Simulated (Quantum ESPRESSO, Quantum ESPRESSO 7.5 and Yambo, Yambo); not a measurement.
**MgI2 (1T monolayer): G0W0 on several meshes in Yambo**

How does the mesh move the gap of MgI2 (1T monolayer)?

Calculated with Quantum ESPRESSO 7.5 and Yambo 5.3.0; PBE and many-body steps on it, plane waves.

## 1. Starting point

The cell holds 3 atoms: 1 Mg and 2 I. Cell: a = 4.208 Å, b = 4.208 Å, c = 16.000 Å, α = 90.0°, β = 90.0°, γ = 120.0°. Vacuum lies along c.

The structure was relaxed with PBE. The runs that relaxed it are not among those shown. Spin-orbit coupling is left out unless a step names it.

## 2. Empty states on the mesh, 6×6×1 mesh, 356 bands

This step: Quantum ESPRESSO 7.5; DFT, PBE, plane waves, norm-conserving pseudopotentials.

The sums over transitions need many empty states on a uniform mesh; this step solves for them.

File pw.in:

```
&control
  calculation = 'nscf'
  prefix = 'x'
  outdir = 'o'
  pseudo_dir = 'pseudo'
/
&system
  ibrav = 0
  nat = 3
  ntyp = 2
  ecutwfc = 76.0
  nbnd = 356
  force_symmorphic = .true.
/
&electrons
  conv_thr = 1e-9
  electron_maxstep = 80
  diago_full_acc = .true.
  diago_thr_init = 5e-6
/
ATOMIC_SPECIES
  Mg 24.305 Mg.upf
  I 126.9 I.upf
CELL_PARAMETERS angstrom
  4.2075425528 -0.0000000002 0.0000000000
  -2.1037712762 3.6438387383 0.0000000000
  0.0000000000 0.0000000000 16.0000000000
ATOMIC_POSITIONS crystal
  Mg 0.0000000000 0.0000000000 0.5000000000
  I 0.3333333333 0.6666666667 0.6046917666
  I 0.6666666667 0.3333333333 0.3953082334
K_POINTS automatic
  6 6 1 0 0 0
```

Run with:

```bash
> OMP_NUM_THREADS=1 mpirun -n 4 pw.x -nk 4 -in pw.in > pw.out
```

Log:

```text
Program PWSCF v.7.5 starts

     This program is part of the open-source Quantum ESPRESSO suite
     for quantum simulation of materials; please cite
         "P. Giannozzi et al., J. Phys.:Condens. Matter 21 395502 (2009);
         "P. Giannozzi et al., J. Phys.:Condens. Matter 29 465901 (2017);
         "P. Giannozzi et al., J. Chem. Phys. 152 154105 (2020);
     in publications or presentations arising from this work. More details at

     Atomic positions and unit cell read from directory:
     o/x.save/

     Message from routine setup:
[...]
18.2107  18.4250  19.1131  19.5234  20.0187  20.3310  20.6016  20.9957
     [... 33 further rows ...]
    67.2862  67.2897  67.5981  67.6018  67.7825  67.8972  67.9216  67.9891
    68.0302  68.1217  68.1536  68.3011

          k =-0.0000-0.5774 0.0000 ( 18536 PWs)   bands (ev):

     [... further k-points ...]

     highest occupied, lowest unoccupied level (ev):    -1.4034    2.2619

     XML data file, pseudopotentials, collected wavefunctions

=------------------------------------------------------------------------------=
   JOB DONE.
=------------------------------------------------------------------------------=
```

It took 2.4 min on 4 MPI ranks of Intel Xeon Platinum 8488C (Sapphire Rapids), shared host; peak memory 2.5 GiB; 9.7 min of CPU time.

Numbers from this step:

```yaml
gap: 3.665 eV
k_of_the_valence_top: 0, 0, 0
k_of_the_conduction_bottom: 0, -0.5, 0
least_direct_gap: 3.979 eV
k_points_computed: 7
lowest_point_of_the_top_converged_band_above_the_valence_top: 69.0914 eV
```

On this mesh the gap is 3.665 eV.

The density comes from a self-consistent run that is not shown.

## 3. Conversion and set-up

This step: Yambo 5.3.0; conversion and set-up on PBE, plane waves, norm-conserving pseudopotentials.

The states are converted to the many-body program's format and the q mesh is built.

Run with:

```bash
> (cd o/x.save; p2y > p2y.log; mv SAVE ../..); yambo > setup.log
```

Log:

```text
 Yambo, version 5.3.0

 [02] CORE Variables Setup
 =========================

  [02.01] Unit cells
  ==================

  Cell kind             :  HCP
  Atoms in the cell     :  Mg  I
  number of Mg atoms    :  1
  number of I  atoms    :  2

  List of atomic masses
  Mass of Mg    :  24.30500
  Mass of I     :  126.9000

  List of atomic coordinates    : [cc]
  Mg1       :   0.00000   0.00000  15.11781  order 1
  I1       : -0.14559E-09   4.5906       18.283      order 2
  I2       :   3.97555   2.29529  11.95239  order 3

[...]
BZ  Q-points                                      :   36

 K/Q-points units:
 rlu = crystal or reduced units; cc = cartesian coordinates; iku = interal k-units

 Q [1]          [rlu]:  0.000000  0.000000  0.000000
 Q [2]          [rlu]: -0.83092E-17  0.16667       0.0000
 Q [3]          [rlu]: -0.16618E-16  0.33333       0.0000
 Q [4]          [rlu]:  0.24928E-16 -0.50000       0.0000
 Q [5]          [rlu]:  0.166667  0.166667  0.000000
 Q [6]          [rlu]:  0.166667  0.333333  0.000000
 Q [7]          [rlu]:  0.333333  0.333333  0.000000

  [03.01] X indexes
  =================

   [03.01.01] Sigma indexes
   ========================

 [06] Game Over & Game summary
```

Run time: 3.8 s. Hardware: 1 MPI rank; peak memory 0.26 GiB.

## 4. 6×6×1

Now the one-shot GW correction: screening in the RPA, then the self-energy of the levels asked for.

This step: G0W0 on PBE, plane waves, norm-conserving pseudopotentials.

File gw2.in:

```
HF_and_locXC
gw0
dyson
ppa
em1d
rim_cut
rim_w
RandQpts= 3000000
RandGvec= 100 RL
CUTGeo= "slab z"
RandGvecW= 9 RL
EXXRLvcs= 76 Ry
VXCRLvcs= 304 Ry
Chimod= "HARTREE"
% BndsRnXp
 1 | 181 |
%
NGsBlkXp= 8 Ry
% LongDrXp
 1 | 1 | 0 |
%
% GbndRnge
 1 | 181 |
%
DysSolver= "n"
ExtendOut
PPAPntXp= 27.21138 eV
% QPkrange
 1 | 1 | 29 | 32 |
 4 | 4 | 29 | 32 |
%
```

Run with:

```bash
> OMP_NUM_THREADS=1 mpirun -n 4 yambo -F gw2.in -J gw2 -C gw2 > gw2.log
```

Log:

```text
 Yambo, version 5.3.0

 [02] CORE Variables Setup
 =========================

  [... cell, symmetries and grids as in the set-up ...]

  [02.05] Energies & Occupations
  ==============================

  [X] === General ===
  [X] Electronic Temperature                        :  0.000000  0.000000 [eV K]
  [X] Bosonic    Temperature                        :  0.000000  0.000000 [eV K]
  [X] Finite Temperature mode                       : no
  [X] El. density                                   :  0.24459E+24 [cm-3]
  [X] Fermi Level                                   : -1.403411 [eV]

  [X] === Gaps and Widths ===
  [X] Conduction Band Min                           :  3.665263 [eV]
  [X] Valence Band Max                              :  0.000000 [eV]
  [X] Filled Bands                                  :  30
  [X] Empty Bands                                   :    31   356
  [X] Direct Gap                                    :  3.979035 [eV]
  [X] Direct Gap localized at k                     :  1
  [X] Indirect Gap                                  :  3.665263 [eV]
  [X] Indirect Gap between kpts                     :   1   4
  [X] Last valence band width                       :  0.671967 [eV]
  [X] 1st conduction band width                     :  1.070350 [eV]

 [03] Transferred momenta grid and indexing
 ==========================================

 IBZ Q-points                                      :   7
 BZ  Q-points                                      :   36

 K/Q-points units:
 rlu = crystal or reduced units; cc = cartesian coordinates; iku = interal k-units

 Q [1]          [rlu]:  0.000000  0.000000  0.000000
 Q [2]          [rlu]: -0.83092E-17  0.16667       0.0000
 Q [3]          [rlu]: -0.16618E-16  0.33333       0.0000
 Q [4]          [rlu]:  0.24928E-16 -0.50000       0.0000
 Q [5]          [rlu]:  0.166667  0.166667  0.000000
 Q [6]          [rlu]:  0.166667  0.333333  0.000000
 Q [7]          [rlu]:  0.333333  0.333333  0.000000

 [04] Coloumb potential Random Integration (RIM)
 ===============================================

 Performing RIM of v_slab

  [04.01] RIM initialization
  ==========================

  * Diagonal components only detected *

  8 x (sBL volume)        :  0.033298 [a.u.]
  sBZ random points       :  3000000
  Points outside the sBZ  :  24000829
  RL volume               :  0.149843 [a.u.]
  Integrated volume       :  0.149837 [a.u.]

  [04.02] RIM integrals
  =====================

  Gamma point sphere radius             :  0.035709 [a.u.]
  Points outside the sphere             :  2398884
  [Int_sBZ(q=0) 1/q^2]*(Vol_sBZ)^(-1/3) =:  7.474062
                                 should be <:  7.795600

  Summary of Coulomb integrals for non-metallic bands |Q|[au] RIM/Bare

  Q [1] 0.100000E-4 0.958754 * Q [2] 0.152079 0.991553
  Q [5] 0.263409 1.022842 * Q [3] 0.304159 1.022456
  Q [6] 0.402364 1.017392 * Q [4] 0.456238 1.014421
  Q [7] 0.526819 1.011335
  Non-periodic chartesian directions : none
  Optical renormalization            :  30.23562 [au]
  Polarizability dimension           : length

 [05] Coloumb potential CutOffslab
 =================================

 Cut directionsZ
 Slab Cutoff:Z
 Symmetry test passed : yes

 [WARNING] [Xp] User bands 1-181 break level degeneracy

 [06] Dipoles
 ============

  [06.01] Setup: observables and procedures
  =========================================

  [WARNING] [x,Vnl] slows the Dipoles computation. To neglect it rename the ns.kb_pp file

 [07] Dynamic Dielectric Matrix (PPA)
 ====================================

 [WR./gw2//ndb.pp]---------------------------------------------------------------
  Brillouin Zone Q/K grids (IBZ/BZ)                :    7   36    7   36
  RL vectors                                       :  21779 [WF]
  Coulomb cutoff potential                         : slab z
  Electronic Temperature                           :  0.000000 [K]
  Bosonic    Temperature                           :  0.000000 [K]
[...]
RL vectors in the sum                            :  21779
  [r,Vnl] included                                 : yes
  Field direction                                  :  0.707107E-5  0.707107E-5   0.00000
  BZ energy Double Grid                            : no
  BZ energy DbGd points                            : 0
  BZ Q point size factor                           : -1.000000
  X Optical Averaged directions                    : none

 [08] Local Exchange-Correlation + Non-Local Fock
 ================================================

 [VXC] Plane waves :  148115
 [EXS] Plane waves :  18431

 QP @ state[ 1 ] K range:  1  1
 QP @ state[ 1 ] b range:   29   32
 QP @ state[ 2 ] K range:   4   4
 QP @ state[ 2 ] b range:   29   32

 [xc] Functional : Perdew, Burke & Ernzerhof(X)+Perdew, Burke & Ernzerhof(C)
 [xc] LIBXC used to calculate xc functional
  PP Number of Atomic Species                      :  2
  NLCC RL compoments                               :  148115
  PP Number of Atomic Species                      :  2
  NLCC RL compoments                               :  148115

 [xc] E_xc :  -51.63343 [Ha]
      E_xc :  -103.2669 [Ry]

  Local XC kind (lXC) : Perdew, Burke & Ernzerhof(X)+Perdew, Burke & Ernzerhof(C)
  Non-Local XC kind (nlXC) : Hartree-Fock

  Corrections @ K [1] :  [eV]
 <29|nlXC|29> = -16.54691  0.31796E-17 <29|lXC|29> = -13.82048 -0.37763E-15
 <30|nlXC|30> = -16.54686  0.61484E-17 <30|lXC|30> = -13.82048  0.000000
 <31|nlXC|31> = -5.758376  0.18381E-17 <31|lXC|31> = -9.514106  0.000000
 <32|nlXC|32> = -4.905219 -0.37893E-18 <32|lXC|32> = -8.904741  0.000000

  Corrections @ K [4] :  [eV]
 <29|nlXC|29> = -16.01561 -0.13806E-17 <29|lXC|29> = -12.92482  0.000000
 <30|nlXC|30> = -16.30537 -0.38005E-17 <30|lXC|30> = -13.39132 -0.94408E-16
 <31|nlXC|31> = -5.720385 -0.34587E-18 <31|lXC|31> = -9.602717 -0.47204E-16
 <32|nlXC|32> = -4.763413  0.93126E-18 <32|lXC|32> = -8.729523  0.47204E-16

 [09] Dyson equation: Newton solver
 ==================================

  [09.01] RIM-W interpolation
  ===========================

  [WARNING] RIM-W works only for 2D semiconductors with slab cutoff
  Found compatible q grid: 2D
  q_min[ 1 ]:  0.16667      0.80429E-12   0.0000     [rlu]
   0.166667  0.083333  0.000000 [iku]
  q_min[ 2 ]:  0.28304E-11  0.16667       0.0000     [rlu]
   0.11978E-10  0.16667       0.0000     [iku]
  G-vectors :   9
  G-vectors loaded:   61
  Number of interpolated frequencies:  2

  Evaluating coefficients q = 0
  Evaluating coefficients q = 0

  [09.02] RIM-W integrals
  =======================

  8 x (sBL volume)        :  0.033298 [a.u.]
  sBZ random points       :  3000000
  Points outside the sBZ  :  24000829
  RL volume               :  0.149843 [a.u.]
  Integrated volume       :  0.149837 [a.u.]

  [09.03] RIM integrals
  =====================

  Comparison between head Wc = W - v averages: < Wc > [au] RIM-W/RIM

   < -Wc [Q = 1] > 0.172105E-1 0.119845E-4 * < -Wc [Q = 2] > 0.003913 0.003780
   < -Wc [Q = 3] > 0.806945E-3 0.794295E-3 * < -Wc [Q = 4] > 0.289859E-3 0.286808E-3
   < -Wc [Q = 5] > 0.001150 0.001131 * < -Wc [Q = 6] > 0.406959E-3 0.403238E-3
   < -Wc [Q = 7] > 0.205998E-3 0.205160E-3

  Comparison between head Wc = W - v averages: < Wc > [au] RIM-W/RIM

   < -Wc [G = 1,G`=0] > 0.172105E-1 0.119845E-4 * < -Wc [G = 2,G`=0] >-0.001241 0.000000
   < -Wc [G = 3,G`=0] >-0.001241 0.000000 * < -Wc [G = 4,G`=0] >-0.178513E-4  0.00000
   < -Wc [G = 5,G`=0] >-0.178425E-4  0.00000 * < -Wc [G = 6,G`=0] > 0.107228E-3  0.00000
   < -Wc [G = 7,G`=0] > 0.107219E-3  0.00000 * < -Wc [G = 8,G`=0] >-0.164474E-4  0.00000
   < -Wc [G = 9,G`=0] >-0.164467E-4  0.00000

 [10] G0W0 (W PPA)
 =================

 [  GW  ] Bands range     :    1  181
 [GW/PPA] G damping       :  0.100000 [eV]

 QP @ state[ 1 ] K range:  1  1
 QP @ state[ 1 ] b range:   29   32
 QP @ state[ 2 ] K range:   4   4
 QP @ state[ 2 ] b range:   29   32

  Sc/G bands                                       :    1  181
  Sc/G damping                                     :  0.100000 ev
  Sc bands terminator                              : no
  Sx RL components                                 :  18431

  QP @ state[ 1 ] K range                          :  1  1
  QP @ state[ 1 ] b range                          :   29   32
  QP @ state[ 2 ] K range                          :   4   4
  QP @ state[ 2 ] b range                          :   29   32
  GF energies kind                                 : Perdew, Burke & Ernzerhof(X)+Perdew, Burke & Ernzerhof(C)
  GF WF`s kind                                     : Perdew, Burke & Ernzerhof(X)+Perdew, Burke & Ernzerhof(C)
  Xs energies kind                                 : Perdew, Burke & Ernzerhof(X)+Perdew, Burke & Ernzerhof(C)
  Xs WF`s kind                                     : Perdew, Burke & Ernzerhof(X)+Perdew, Burke & Ernzerhof(C)

 [14] Game Over & Game summary
```

It took 11 min on 4 MPI ranks; peak memory 4.5 GiB.

This step gave:

| Item | Value |
| --- | --- |
| G0W0 gap on the points computed | 5.927 eV |
| starting gap on the mesh | 3.665 eV |
| k of the valence top | 0, 0, 0 |
| k of the conduction bottom | 0, -0.5, 0 |
| least direct G0W0 gap on the computed points | 6.190 eV |
| Z at the valence top | 0.8135 |
| Z at the conduction bottom | 0.8323 |

The gap on the mesh goes from 3.67 eV to 5.93 eV, a correction of +2.26 eV.

## 5. Empty states on the mesh, 3×3×1 mesh, 181 bands

This step: Quantum ESPRESSO 7.5; DFT, PBE, plane waves, norm-conserving pseudopotentials.

pw.in: that of step 2 with these lines changed.

```diff
@@ -11,3 +11,3 @@
   ecutwfc = 76.0
-  nbnd = 356
+  nbnd = 181
   force_symmorphic = .true.
@@ -32,2 +32,2 @@
 K_POINTS automatic
-  6 6 1 0 0 0
+  3 3 1 0 0 0
```

Run with:

```bash
> OMP_NUM_THREADS=1 mpirun -n 4 pw.x -nk 4 -in pw.in > pw.out
```

Log:

```text
[banner, memory and clock lines left out]
Program PWSCF v.7.5 starts

     Atomic positions and unit cell read from directory:
     o/x.save/

     Message from routine setup:
     using ibrav=0 with symmetry is DISCOURAGED, use correct ibrav instead

     Message from routine divide_et_impera:
     suboptimal parallelization: some nodes have no k-points

     G-vector sticks info

     bravais-lattice index     =            0
     lattice parameter (alat)  =       7.9511  a.u.
     unit-cell volume          =    1655.4049 (a.u.)^3
     number of atoms/cell      =            3
[...]
[... 11 further rows ...]
[...]
40.4240  40.4403  40.5025  40.6298  40.9693

          k = 0.3333 0.5774 0.0000 ( 18573 PWs)   bands (ev):

  -175.5453-175.5453-122.4090-122.4090-122.4090-122.4090-122.3941-122.3941
[...]
18.5614  19.4774  19.4774  19.5986  19.5986  19.6290  20.4702  20.4702
     [... 11 further rows ...]
    37.3541  37.3541  37.6075  37.6075  38.1632  38.5584  40.0634  40.1586
    40.1586  40.2884  40.6242  40.6243  40.8018

     highest occupied, lowest unoccupied level (ev):    -1.4034    2.5756

     XML data file, pseudopotentials, collected wavefunctions
```

The job ended after 37 s (4 MPI ranks; peak memory 1.2 GiB).

Numbers from this step:

- gap: 3.979 eV
- k of the valence top: 0, 0, 0
- k of the conduction bottom: 0, 0, 0
- least direct gap: 3.979 eV
- k points computed: 3
- lowest point of the top converged band, above the valence top: 41.91 eV

On this mesh the gap is 3.979 eV.

[end of part 1 of 2]

[Paths, hosts, dates, memory and timing lines, banners, echoed tables and standing remarks are left out of the program output.]

[Logs are printed without paths, hosts, clocks, repeated set-up lines and the standing remarks that a program may print on its own settings, such as how far it seeks lower states.]

[Runs of the session that timed out or met a known fault of the program may be left out.]

[Hosts, paths, dates, database ids (printed as entryN), source tags and the programs' standing remarks are cut or masked in the printed files.]
